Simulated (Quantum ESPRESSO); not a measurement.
Crystal: CoO.

```
CELL_PARAMETERS angstrom
1.50547 0.86918 2.43993
-1.50547 0.86918 2.43993
0.00000 -1.73837 2.43993
ATOMIC_POSITIONS crystal
Co 0.00000 0.00000 0.00000
O 0.50000 0.50000 0.50000
```

The cell is a database's computed one.

Base run:

| Quantity | Value |
| --- | --- |
| Program | Quantum ESPRESSO 7.5 |
| Functional | PBEsol |
| Potentials or basis | GBRV 1.5 PBEsol |
| Cutoff | 762 eV |
| Density cutoff | 6095 eV |
| k mesh | 9 × 9 × 9 |
| Occupations | fermi-dirac, width 0.05 eV |
| Spin | no spin polarisation |

Its results: band gap on the k mesh none (metal or under the smearing width); pressure -27.7 GPa.

Problem. The run is repeated on the same cell with these changes: spin from no spin polarisation to collinear spin, ferromagnetic start. What comes out?

Solution. Band gap on the k mesh none (metal or under the smearing width); pressure -8.8 GPa; net moment 2.99 μB per cell; site moments Co +2.54; O +0.35 μB.

Caveats: semilocal functionals often make such compounds metallic where correlation or magnetic order opens a gap, which also shifts bond lengths; an odd number of electrons without spin polarisation forces a metal (some runs); a magnetic or distorted state may lie lower (some runs); a cell with one magnetic atom can't hold antiferromagnetic order, which such compounds often take (some runs).
